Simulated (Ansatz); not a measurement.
# Ti4Al: from a guess to a relaxed structure, part 2 of 2

Where does this trial cell of Ti4Al go when cell and atoms are let free?

Ansatz 0.2.0; DFT PBE, scalar-relativistic, plane waves, PAW. The steps go on from the part before.

## 4. Relaxation on the finer mesh

The end of the coarse run is made exact in the group found at a tolerance of 0.06 Å and reduced to its primitive cell.

File input.yaml:

```yaml
crystal:
  lattice:
    - [-2.9395759871, 2.9395759871, 2.9395759871]
    - [2.9395759871, -2.9395759871, 2.9395759871]
    - [2.9395759871, 2.9395759871, -2.9395759871]
  atoms:
    - { symbol: Ti, position: [0.0, 0.0, 0.5] }
    - { symbol: Ti, position: [0.0, 0.5, 0.0] }
    - { symbol: Ti, position: [0.5, 0.0, 0.0] }
    - { symbol: Ti, position: [0.5, 0.5, 0.5] }
    - { symbol: Al, position: [0.0, 0.0, 0.0] }
basis:
  ecutwfc: 420
kpoints:
  mp_grid: { grid: [10, 10, 10] }
hamiltonian:
  xc: pbe
scf:
  occupations: { method: gaussian, width: 0.1 }
output:
  forces: true
  stress: true
  eigenvalues: true
  write_density: true
  write_potential: true
  elf: true
  volumetric_format: npy
relax:
  adjacent_minimum: "off"
  f_tol: 0.01
  max_steps: 80
  cell: { stress_tol: 0.05 }
```

The run is started by

```sh
ansatz run input.yaml --threads 1 --pin off --max-ram 2048MiB --backend cpu --events-out ev --progress --plain --runs-dir out
```

The log of the run:

```text
Warning: RAYON_NUM_THREADS=1 ignored (pool sized by the plan → 1); use --threads N
Engine: ansatz 0.2.0, x86_64-unknown-linux-gnu
Pseudopotentials: kind: paw
Pseudopotential: Ti, paw, valence charge 12, recommended cutoff 420 eV (normal), Ti.paw.azcp
Pseudopotential: Al, paw, valence charge 3, recommended cutoff 420 eV (normal), Al.paw.azcp
Functional definition: PBE
  parameter kappa = 0.804
  parameter beta = 0.06672455060314922
  exchange = pbe_x(kappa = kappa, mu = beta*pi^2/3)
  correlation = pbe_c(beta = beta)
Crystal: 5 atoms, lattice volume = 101.605 Å³
Basis set: ecut = 420 eV, 1985 PW (Γ), exchange–correlation on 72×72×72 points (8 copies of the dense FFT grid, shifted against one another)
Bands: 31, of which v1, the nominal top of the filled ones, is band 26 counted from 1 (25 counted from 0)
Symmetry: 48 space group operations
Space group: Im-3m (ITA 229), of the structure as read, at distance tolerance 4.7e-5 Å
k-points: 47 of 1000
Non-local potential: Ti, projectors of the file, l = 0: 3, l = 1: 2, l = 2: 3, l = 3: 1
Non-local potential: Al, projectors of the file, l = 0: 2, l = 1: 2, l = 2: 1
PAW form: soft (Blöchl's): semilocal exchange-correlation on the pseudo side does not see the compensation charge
PAW one-centre angular grid: Ti, 590 points (default); XC on 64 Gauss nodes
PAW one-centre angular grid: Al, 110 points (default); XC on 64 Gauss nodes
Initial density: superposition of atomic densities (neutral atoms: chi_scale 0, normalization atom), corrected by the library's trained network
Initial wavefunctions: pseudopotential atomic-orbital guess
Functional: x = pbe(κ = 0.804, μ = 0.2195149727645171), c = pbe(β = 0.06672455060314922)
SCF iter   1: F=—  HF=-10532.356074 eV  |F-HF|=—  |Δ(HF+E_count)|=         —  Δρ=2.98e-3  dr2=1.47e-2  ethr=1.77e-3  ⟨swp⟩=5.0  Hψ=6075  notcnv=0
preconditioner: auto → Kerker (q_TF=auto, 2.432 Å⁻¹)  [metal: Δε(μ)=0.001 eV  Ē_g=2.511 eV  σ=0.100 eV  W_gap=0.01  n_scr=18 (ndim 8)  ℏωp=16.1 eV  f_vac=0.000  D(μ)=10.60/eV (n_scr^D=140)]
SCF iter   2: F=—  HF=-10532.355829 eV  |F-HF|=—  |Δ(HF+E_count)|=   2.45e-4  Δρ=1.50e-3  dr2=4.35e-3  ethr=2.88e-5  ⟨swp⟩=2.0  Hψ=2034  notcnv=0
SCF iter   3: F=—  HF=-10532.355510 eV  |F-HF|=—  |Δ(HF+E_count)|=   3.19e-4  Δρ=5.53e-4  dr2=6.67e-4  ethr=8.53e-6  ⟨swp⟩=2.0  Hψ=1765  notcnv=0
SCF iter   4: F=—  HF=-10532.355369 eV  |F-HF|=—  |Δ(HF+E_count)|=   1.41e-4  Δρ=1.38e-4  dr2=3.49e-5  ethr=1.31e-6  ⟨swp⟩=2.0  Hψ=1907  notcnv=0
SCF iter   5: F=—  HF=-10532.355403 eV  |F-HF|=—  |Δ(HF+E_count)|=   3.47e-5  Δρ=5.24e-5  dr2=3.53e-6  ethr=6.85e-8  ⟨swp⟩=2.0  Hψ=1886  notcnv=0
SCF iter   6: F=-10532.355403 eV  HF=-10532.355403 eV  |F-HF|=2.28e-8  |Δ(HF+E_count)|=   6.33e-8  Δρ=8.41e-6  dr2=7.60e-8  ethr=1.96e-10  ⟨swp⟩=10.7  Hψ=10716  notcnv=0
SCF 1 converged in 6 iterations: F = -10532.355403 eV  dr2 = 7.60e-8
relax step   1: F+E_penalty+E_count = -10532.35540345 eV  Δ(F+E_penalty+E_count) = +0.000e0 eV  max|allowed force component| = 1.643e-29 eV/Å  Δτ_max = 0.0000 Å  P = +0.383 GPa  Ω = 101.605 Å³  (6 SCF iters, dr2 threshold 1.00e-7 eV, accepted)
Crystal: 5 atoms, lattice volume = 102.206 Å³
Initial density: handed on by an earlier stage of this run
Initial wavefunctions: those handed on with the density
iter 1 solved again at ethr=4.64e-7 eV; its pass at ethr=3.10e-3 eV (dr2=2.37e-4 eV) is discarded
SCF iter   1: F=—  HF=-10532.355956 eV  |F-HF|=—  |Δ(HF+E_count)|=         —  Δρ=3.37e-4  dr2=2.55e-4  ethr=4.64e-7  ⟨swp⟩=2.0  Hψ=7727  notcnv=0
preconditioner: auto → Kerker (q_TF=auto, 2.430 Å⁻¹)  [metal: Δε(μ)=0.012 eV  Ē_g=2.512 eV  σ=0.100 eV  W_gap=0.07  n_scr=18 (ndim 8)  ℏωp=16.0 eV  f_vac=0.000  D(μ)=10.71/eV (n_scr^D=140)]
SCF iter   2: F=—  HF=-10532.355947 eV  |F-HF|=—  |Δ(HF+E_count)|=   9.03e-6  Δρ=1.76e-4  dr2=8.27e-5  ethr=4.64e-7  ⟨swp⟩=1.9  Hψ=1584  notcnv=0
SCF iter   3: F=—  HF=-10532.355927 eV  |F-HF|=—  |Δ(HF+E_count)|=   2.06e-5  Δρ=5.17e-5  dr2=6.34e-6  ethr=1.62e-7  ⟨swp⟩=2.0  Hψ=1849  notcnv=0
SCF iter   4: F=—  HF=-10532.355925 eV  |F-HF|=—  |Δ(HF+E_count)|=   1.89e-6  Δρ=1.57e-5  dr2=5.16e-7  ethr=1.24e-8  ⟨swp⟩=2.0  Hψ=1887  notcnv=0
iter 5 did not close the SCF: its close was put off for the readings that it lacked (scf_convergence_deferred on its scf_iter line)
SCF iter   5: F=-10532.355925 eV  HF=-10532.355925 eV  |F-HF|=5.65e-9  |Δ(HF+E_count)|=   1.17e-7  Δρ=6.44e-6  dr2=3.41e-8  ethr=1.01e-9  ⟨swp⟩=2.0  Hψ=1907  notcnv=0
SCF iter   6: F=-10532.355925 eV  HF=-10532.355925 eV  |F-HF|=2.95e-10  |Δ(HF+E_count)|=   1.26e-9  Δρ=1.53e-6  dr2=2.19e-9  ethr=6.70e-11  ⟨swp⟩=5.5  Hψ=7916  notcnv=0
SCF 2 converged in 6 iterations: F = -10532.355925 eV  dr2 = 2.19e-9
relax step   2: F+E_penalty+E_count = -10532.35592471 eV  Δ(F+E_penalty+E_count) = -5.213e-4 eV  max|allowed force component| = 6.321e-29 eV/Å  Δτ_max = 0.0000 Å  P = -0.068 GPa  Ω = 102.206 Å³  energy of the carried Pulay correction = -6.766e-5 eV  (6 SCF iters, dr2 threshold 3.68e-7 eV, accepted)
Crystal: 5 atoms, lattice volume = 102.116 Å³
iter 1 solved again at ethr=1.05e-8 eV; its pass at ethr=3.10e-3 eV (dr2=5.38e-6 eV) is discarded
SCF iter   1: F=—  HF=-10532.355916 eV  |F-HF|=—  |Δ(HF+E_count)|=         —  Δρ=5.10e-5  dr2=5.85e-6  ethr=1.05e-8  ⟨swp⟩=2.1  Hψ=7691  notcnv=0
preconditioner: auto → Kerker (q_TF=auto, 2.430 Å⁻¹)  [metal: Δε(μ)=0.012 eV  Ē_g=2.516 eV  σ=0.100 eV  W_gap=0.07  n_scr=18 (ndim 8)  ℏωp=16.0 eV  f_vac=0.000  D(μ)=10.69/eV (n_scr^D=140)]
SCF iter   2: F=—  HF=-10532.355955 eV  |F-HF|=—  |Δ(HF+E_count)|=   3.86e-5  Δρ=2.67e-5  dr2=1.86e-6  ethr=1.05e-8  ⟨swp⟩=2.0  Hψ=1596  notcnv=0
SCF iter   3: F=—  HF=-10532.355954 eV  |F-HF|=—  |Δ(HF+E_count)|=   4.52e-7  Δρ=7.81e-6  dr2=1.46e-7  ethr=3.64e-9  ⟨swp⟩=2.0  Hψ=1825  notcnv=0
iter 4 did not close the SCF: its close was put off for the readings that it lacked (scf_convergence_deferred on its scf_iter line)
SCF iter   4: F=-10532.355954 eV  HF=-10532.355954 eV  |F-HF|=6.42e-9  |Δ(HF+E_count)|=   4.35e-8  Δρ=2.30e-6  dr2=1.12e-8  ethr=2.86e-10  ⟨swp⟩=2.0  Hψ=1888  notcnv=0
iter 5 did not close the SCF: its close was put off for the readings that it lacked (scf_convergence_deferred on its scf_iter line)
SCF iter   5: F=-10532.355954 eV  HF=-10532.355954 eV  |F-HF|=1.29e-10  |Δ(HF+E_count)|=   2.74e-9  Δρ=9.51e-7  dr2=7.48e-10  ethr=2.19e-11  ⟨swp⟩=2.0  Hψ=1910  notcnv=0
SCF iter   6: F=-10532.355954 eV  HF=-10532.355954 eV  |F-HF|=9.09e-12  |Δ(HF+E_count)|=  3.46e-11  Δρ=2.18e-7  dr2=4.52e-11  ethr=1.47e-12  ⟨swp⟩=4.1  Hψ=7332  notcnv=0
SCF 3 converged in 6 iterations: F = -10532.355954 eV  dr2 = 4.52e-11
relax step   3: F+E_penalty+E_count = -10532.35595419 eV  Δ(F+E_penalty+E_count) = -2.948e-5 eV  max|allowed force component| = 8.688e-29 eV/Å  Δτ_max = 0.0000 Å  P = -0.000 GPa  Ω = 102.116 Å³  energy of the carried Pulay correction = -5.748e-5 eV  (6 SCF iters, accepted)
Initial wavefunctions: pseudopotential atomic-orbital guess (no wavefunctions were taken with the density)
iter 1 solved again at ethr=2.75e-7 eV; its pass at ethr=3.10e-3 eV (dr2=1.40e-4 eV) is discarded
SCF iter   1: F=—  HF=-10532.355969 eV  |F-HF|=—  |Δ(HF+E_count)|=         —  Δρ=3.66e-6  dr2=4.14e-9  ethr=2.75e-7  ⟨swp⟩=4.1  Hψ=9938  notcnv=0
eigensolver tolerance schedule: the retry pair's looser diagonalisation over-reported the residual by 33814.76 of it (diagonalisation noise at an unbounded share of the residual, at the tolerance the schedule requests for it); recorded, not acted on — ethr = c·dr2/N_el stays at c = 1.0e-1
SCF iter   2: F=—  HF=-10532.356006 eV  |F-HF|=—  |Δ(HF+E_count)|=   3.65e-5  Δρ=1.88e-6  dr2=6.74e-10  ethr=8.13e-12  ⟨swp⟩=3.9  Hψ=3270  notcnv=0
SCF iter   3: F=—  HF=-10532.356006 eV  |F-HF|=—  |Δ(HF+E_count)|=   1.01e-9  Δρ=9.32e-7  dr2=1.71e-10  ethr=1.32e-12  ⟨swp⟩=1.9  Hψ=1668  notcnv=0
iter 4 did not close the SCF: its close was put off for the readings that it lacked (scf_convergence_deferred on its scf_iter line)
SCF iter   4: F=-10532.356006 eV  HF=-10532.356006 eV  |F-HF|=1.82e-12  |Δ(HF+E_count)|=  3.35e-10  Δρ=6.07e-8  dr2=5.91e-12  ethr=1.00e-12  ⟨swp⟩=1.9  Hψ=1856  notcnv=0
iter 5 did not close the SCF: its close was put off for the readings that it lacked (scf_convergence_deferred on its scf_iter line)
SCF iter   5: F=-10532.356006 eV  HF=-10532.356006 eV  |F-HF|=5.46e-12  |Δ(HF+E_count)|=  3.64e-12  Δρ=2.48e-8  dr2=1.24e-12  ethr=1.00e-12  ⟨swp⟩=1.0  Hψ=1457  notcnv=0
iter 6 did not close the SCF: its close was put off for the readings that it lacked (scf_convergence_deferred on its scf_iter line)
SCF iter   6: F=-10532.356006 eV  HF=-10532.356006 eV  |F-HF|=0.00e0  |Δ(HF+E_count)|=  7.28e-12  Δρ=1.09e-8  dr2=2.21e-13  ethr=1.00e-12  ⟨swp⟩=1.0  Hψ=1457  notcnv=0
iter 7 did not close the SCF: its close was put off for the readings that it lacked (scf_convergence_deferred on its scf_iter line)
SCF iter   7: F=-10532.356006 eV  HF=-10532.356006 eV  |F-HF|=3.64e-12  |Δ(HF+E_count)|=  3.64e-12  Δρ=4.28e-9  dr2=3.53e-14  ethr=1.00e-12  ⟨swp⟩=1.0  Hψ=1457  notcnv=0
SCF iter   8: F=-10532.356006 eV  HF=-10532.356006 eV  |F-HF|=1.82e-12  |Δ(HF+E_count)|=  1.82e-12  Δρ=7.80e-10  dr2=5.10e-16  ethr=1.00e-12  ⟨swp⟩=3.0  Hψ=3807  notcnv=0
SCF 4 converged in 8 iterations: F = -10532.356006 eV  dr2 = 5.10e-16
relax step   4: F+E_penalty+E_count = -10532.35600574 eV  Δ(F+E_penalty+E_count) = -5.155e-5 eV  max|allowed force component| = 8.425e-29 eV/Å  Δτ_max = 0.0000 Å  P = -0.000 GPa  Ω = 102.116 Å³  stress off target by 1.38e-4 GPa  SCF on the basis re-selected at this cell (its energy is not comparable with the rows above)  (8 SCF iters)
basis re-selected at this cell: Δ(F+E_penalty+E_count) = -5.155e-5 eV, ΔP = +0.000 GPa vs the last step (what re-selecting the basis moved, of the pressure what is left beyond the Pulay correction that the steps carried, after the strain that the cell walked since its last selection, with what the two solves' SCF thresholds leave and, on support functions, any second-order correction that the steps lacked; it is no measure of the basis error at this ecutwfc). This SCF's stress stands 1.38e-4 GPa from its target on what of the cell is left free (relax.cell.stress_tol is 5.00e-2 GPa) and its largest allowed force component is 8.43e-29 eV/Å (relax.f_tol is 1.00e-2 eV/Å): within both
SCF converged after 8 iterations
Free energy (F): -10532.356006 eV
Harris-Foulkes:  -10532.356006 eV  (|F-HF|=1.82e-12)
Internal energy: -10532.302533 eV  (E = F + TS)
E sigma→0 (E₀):  -10532.329270 eV
Entropy (-TS):   -0.053472 eV (-10.694 meV/atom)
Fermi energy:    9.603070 eV
--- Per-component energies (eV) ---
  E_band       = -788.815418
  E_kinetic    = 1109.490282
  E_local      = -4110.667886  (includes V_loc(G=0)·N_el)
  E_nonlocal   = 50.576676
  E_hartree    = 1682.233692
  E_xc         = -425.737166
  E_vxc        = -511.338803  (∫ρ·V_xc dr)
  E_paw        = -4660.851531  (= ΣΔE_a)
  E_vpaw       = -691.343577  (= ΣTr[D̂ρ^β])
  E_aug_tail   = 0.000508  (compensation charges beyond the density's cutoff)
  E_ewald      = -4177.347108
  E_smearing   = -0.053472  (= −TS)
  E_closure    = -0.000000  (closes the sum)
  Σ components = -10532.356006   (vs F -10532.356006, Δ=0.00e0)
--- Forces (eV/Å), atoms counted from 1 ---
  atom   1  Ti    -0.00000000    -0.00000000     0.00000000
  atom   2  Ti    -0.00000000     0.00000000     0.00000000
  atom   3  Ti    -0.00000000     0.00000000     0.00000000
  atom   4  Ti    -0.00000000    -0.00000000     0.00000000
  atom   5  Al     0.00000000    -0.00000000     0.00000000
  max |Σ_I F_I| component: 2.32e-28 eV/Å
--- Stress (GPa, compression-positive) ---
       -0.000138      -0.000000      -0.000000
       -0.000000      -0.000138      -0.000000
       -0.000000      -0.000000      -0.000138
  P = ⅓ Tr σ = -0.0001 GPa (-0.001 kbar)
--- Band table (eV; the first three rows and the last of 47) ---
  k-point 0: bands = ["-47.1488", "-47.0777", "-47.0777", "-47.0777", "-23.5352", "-23.5352", "-23.5352", "-23.5325", "-23.5325", "-23.5325", "-23.2493", "-23.2493", "-23.2493", "-23.2054", "-23.2054", "-23.1703", "2.4421", "6.7906", "7.8026", "7.8026", "8.7425", "8.7425", "9.0751", "9.0751", "9.0751", "10.0545", "10.0545", "10.0545", "11.0373", "11.0373", "11.0373"]
  k-point 1: bands = ["-47.1470", "-47.0794", "-47.0777", "-47.0777", "-23.5343", "-23.5342", "-23.5276", "-23.5270", "-23.5268", "-23.5238", "-23.2573", "-23.2564", "-23.2479", "-23.2134", "-23.2093", "-23.1762", "2.5268", "6.8272", "7.8155", "7.8318", "8.7732", "8.7837", "8.8571", "8.9086", "9.1289", "10.0018", "10.0047", "10.0142", "10.9929", "11.1431", "11.1941"]
  k-point 2: bands = ["-47.1419", "-47.0844", "-47.0778", "-47.0778", "-23.5346", "-23.5343", "-23.5102", "-23.5071", "-23.5033", "-23.4986", "-23.2802", "-23.2769", "-23.2439", "-23.2365", "-23.2245", "-23.1893", "2.7713", "6.8749", "7.8328", "7.8493", "8.5251", "8.5292", "8.8578", "8.9075", "9.2835", "9.8881", "9.8984", "10.0415", "10.8271", "11.1915", "11.2245"]
  k-point 46: bands = ["-47.1126", "-47.1126", "-47.1126", "-47.0436", "-23.5828", "-23.5761", "-23.5761", "-23.4946", "-23.4946", "-23.4946", "-23.2314", "-23.2314", "-23.2314", "-23.2108", "-23.2108", "-23.2108", "5.0856", "6.3147", "6.3147", "6.3147", "8.7921", "8.7921", "8.7921", "9.0139", "9.0139", "9.2670", "9.2670", "9.2670", "10.8500", "10.8500", "10.8500"]
--- Relaxed structure (3 steps of the walk, 3 accepted, 1 SCFs on fresh bases) ---
  F+E_penalty+E_count = -10532.35600574 eV   max|allowed force component| = 8.425e-29 eV/Å   (the final SCF, on the basis selected at the relaxed cell)
  cell:  # Å, volume = 102.1155 Å³
    - [-2.944493652529205, 2.944493652529205, 2.944493652529205]
    - [2.944493652529205, -2.944493652529205, 2.944493652529205]
    - [2.944493652529205, 2.944493652529205, -2.944493652529205]
  atoms:
    - { symbol: Ti, position: [0.0, 0.0, 0.5000000000000001] }
    - { symbol: Ti, position: [0.0, 0.5000000000000001, 0.0] }
    - { symbol: Ti, position: [0.5000000000000001, 0.0, 0.0] }
    - { symbol: Ti, position: [0.5000000000000001, 0.5000000000000001, 0.5000000000000001] }
    - { symbol: Al, position: [-4.532037738430089e-37, 4.425401557148658e-37, 4.2654472894057137e-38] }
```

Wall time 23 s (1 thread of Intel Xeon 6975P-C (Granite Rapids), shared host); peak memory 0.49 GiB.

Step by step:

```
step  energy from step 1 (eV/cell)  largest force component (eV/Å)  pressure (GPa)  volume (Å³)
   1                        0.0000                          0.0000            0.38       101.60
   2                       -0.0005                          0.0000           -0.07       102.21
   3                       -0.0006                          0.0000            0.00       102.12
   4                       -0.0006                          0.0000            0.00       102.12
```

Step 1 is the start. Step 4 repeats the geometry before it on a plane-wave basis chosen anew for that cell, so its energy need not be comparable with the rows above.

Lengths and angles in the start's conventional setting:

|  | before | after | change |
| --- | --- | --- | --- |
| a (Å) | 5.879 | 5.889 | +0.2 % |
| b (Å) | 5.879 | 5.889 | +0.2 % |
| c (Å) | 5.879 | 5.889 | +0.2 % |
| volume (Å³/atom) | 20.32 | 20.42 | +0.5 % |
| shortest distance (Å) | 2.546 | 2.550 | +0.2 % |
| space group (0.01 Å) | Im-3m | Im-3m | same |

The run keeps the 48 symmetry operations of the start, so it could not have lowered the symmetry.

Axes a, b and c in the maps are those of this run's conventional cell (a, b, c = 5.889, 5.889, 5.889 Å).

Density in a lattice plane of the grid's cell (edges 5.89 and 5.89 Å, at 0.250 of the third edge), which holds Ti.

Ten even steps from ' ' (0.09 e/Å³) to '@' (9.91 e/Å³):
```
                                                
                                                
        ..::--::..              ..::--::..      
      ..--##%%##--..          ..--##%%##--..    
      ..++%%@@%%++..          ..++%%@@%%++..    
      ..--##%%##--..          ..--##%%##--..    
        ..::--::..              ..::--::..      
                                                
                                                
                                                
                                                
                                                
        ..::--::..              ..::--::..      
      ..--##%%##--..          ..--##%%##--..    
      ..++%%@@%%++..          ..++%%@@%%++..    
      ..--##%%##--..          ..--##%%##--..    
        ..::--::..              ..::--::..      
                                                
                                                
                                                
```
Columns run along the first of these edges and rows up along the second, over one cell in 24 and 20 even steps from the bottom left corner. Atoms in the plane (fractional): Ti at (0.25, 0.75), Ti at (0.75, 0.75), Ti at (0.75, 0.25), Ti at (0.25, 0.25).

ELF in the same plane.

Values, 12 rows by 12 columns:
```
0.61 0.35 0.17 0.28 0.14 0.20 0.45 0.20 0.14 0.28 0.17 0.35
0.44 0.17 0.52 0.65 0.57 0.14 0.32 0.14 0.57 0.65 0.52 0.17
0.36 0.28 0.65 0.05 0.65 0.28 0.36 0.28 0.65 0.05 0.65 0.28
0.32 0.14 0.57 0.65 0.52 0.17 0.44 0.17 0.52 0.65 0.57 0.14
0.45 0.20 0.14 0.28 0.17 0.35 0.61 0.35 0.17 0.28 0.14 0.20
0.58 0.45 0.32 0.36 0.44 0.61 0.69 0.61 0.44 0.36 0.32 0.45
0.45 0.20 0.14 0.28 0.17 0.35 0.61 0.35 0.17 0.28 0.14 0.20
0.32 0.14 0.57 0.65 0.52 0.17 0.44 0.17 0.52 0.65 0.57 0.14
0.36 0.28 0.65 0.05 0.65 0.28 0.36 0.28 0.65 0.05 0.65 0.28
0.44 0.17 0.52 0.65 0.57 0.14 0.32 0.14 0.57 0.65 0.52 0.17
0.61 0.35 0.17 0.28 0.14 0.20 0.45 0.20 0.14 0.28 0.17 0.35
0.69 0.61 0.44 0.36 0.32 0.45 0.58 0.45 0.32 0.36 0.44 0.61
```
Columns run along the first of these edges and rows up along the second, over one cell in 12 and 12 even steps from the bottom left corner. Atoms in the plane (fractional): Ti at (0.25, 0.75), Ti at (0.75, 0.75), Ti at (0.75, 0.25), Ti at (0.25, 0.25).

Both are smooth fields of the valence electrons: close to the nuclei they are not physical.

Outside the cores ELF peaks at 0.75 beside Al, off the lines to its neighbours, 1.2 Å from Al; 0.58 between the atoms, 2.1 Å from Ti.

## 5. Variant: mp_grid.grid [3, 3, 3], lower_state_search standard

File input.yaml:

```yaml
crystal:
  lattice:
    - [-2.9444936525, 2.9444936525, 2.9444936525]
    - [2.9444936525, -2.9444936525, 2.9444936525]
    - [2.9444936525, 2.9444936525, -2.9444936525]
  atoms:
    - { symbol: Ti, position: [0.0, 0.0, 0.5] }
    - { symbol: Ti, position: [0.0, 0.5, 0.0] }
    - { symbol: Ti, position: [0.5, 0.0, 0.0] }
    - { symbol: Ti, position: [0.5, 0.5, 0.5] }
    - { symbol: Al, position: [0.0, 0.0, 0.0] }
basis:
  ecutwfc: 420
kpoints:
  mp_grid: { grid: [3, 3, 3] }
hamiltonian:
  xc: pbe
scf:
  occupations: { method: gaussian, width: 0.1 }
  lower_state_search: standard
output:
  forces: true
  eigenvalues: true
  stress: true
```

The run is started by

```sh
ansatz run input.yaml --threads 1 --pin off --max-ram 2048MiB --backend cpu --events-out ev --progress --plain --runs-dir out
```

The log of the run, cut to the lines that bear on the results:

```text
Warning: RAYON_NUM_THREADS=1 ignored (pool sized by the plan → 1); use --threads N
[...]
Pseudopotentials: kind: paw
Pseudopotential: Ti, paw, valence charge 12, recommended cutoff 420 eV (normal), Ti.paw.azcp
Pseudopotential: Al, paw, valence charge 3, recommended cutoff 420 eV (normal), Al.paw.azcp
Functional definition: PBE
[...]
Crystal: 5 atoms, lattice volume = 102.116 Å³
Basis set: ecut = 420 eV, 1985 PW (Γ), exchange–correlation on 72×72×72 points (8 copies of the dense FFT grid, shifted against one another)
Bands: 31, of which v1, the nominal top of the filled ones, is band 26 counted from 1 (25 counted from 0)
Symmetry: 48 space group operations
Space group: Im-3m (ITA 229), of the structure as read, at distance tolerance 4.7e-5 Å
k-points: 4 of 27
[...]
SCF iter   1: F=—  HF=-10532.262060 eV  |F-HF|=—  |Δ(HF+E_count)|=         —  Δρ=3.30e-3  dr2=1.86e-2  ethr=1.77e-3  ⟨swp⟩=4.8  Hψ=495  notcnv=0
[...]
SCF iter   7: F=-10532.260620 eV  HF=-10532.260620 eV  |F-HF|=1.09e-11  |Δ(HF+E_count)|=   5.33e-9  Δρ=2.54e-6  dr2=5.55e-9  ethr=1.96e-10  ⟨swp⟩=5.5  Hψ=443  notcnv=0
[...]
SCF converged after 7 iterations
Free energy (F): -10532.260620 eV
[...]
E sigma→0 (E₀):  -10532.218131 eV
Entropy (-TS):   -0.084979 eV (-16.996 meV/atom)
Fermi energy:    9.618147 eV
[...]
--- Forces (eV/Å), atoms counted from 1 ---
  atom   1  Ti     0.00000000     0.00000000    -0.00000000
  atom   2  Ti     0.00000000    -0.00000000     0.00000000
  atom   3  Ti     0.00000000    -0.00000000    -0.00000000
  atom   4  Ti     0.00000000    -0.00000000     0.00000000
  atom   5  Al    -0.00000000    -0.00000000     0.00000000
[...]
--- Stress (GPa, compression-positive) ---
        0.369506      -0.000000      -0.000000
       -0.000000       0.369506       0.000000
        0.000000      -0.000000       0.369506
  P = ⅓ Tr σ = 0.3695 GPa (3.695 kbar)
--- Band table (eV) ---
[...]
```

Run time: 1.1 s. Hardware: 1 thread of Intel Xeon 6975P-C (Granite Rapids), shared host; peak memory 0.36 GiB.

```tsv
run	ending	energy change	pressure (GPa)	gap (eV)	force (eV/Å)	cycles	time
step 4	converged	0	0.0	0.00	0.00	-	23 s
variant	converged	+19.1 meV/atom	0.4	0.00	0.00	7	1.1 s
```

Changing the k-point mesh and search for lower states moves the energy by +19.1 meV/atom, and the pressure goes from 0.0 to 0.4 GPa.

## 6. Results

This closing draws on all 2 parts. Changes of volume or cell count from the first structure of part 1.

| quantity | value |
| --- | --- |
| symmetry at the end (tolerance 0.05 Å) | space group Im-3m (No. 229) |
| conventional cell | a = 5.889 Å, b = 5.889 Å, c = 5.889 Å, α = 90.00°, β = 90.00°, γ = 90.00° |
| volume | 20.42 Å³/atom |
| energy over the elements | +0.77 eV/atom |
| gap on the mesh | none (metal) |

What this shows: The space group Im-3m (No. 229) is kept, and the volume per atom grows by 43.7 % from the first guess. With a positive formation energy it can't be a ground state. No finished test with a distortion of lower symmetry is shown, so the end may be a saddle point.
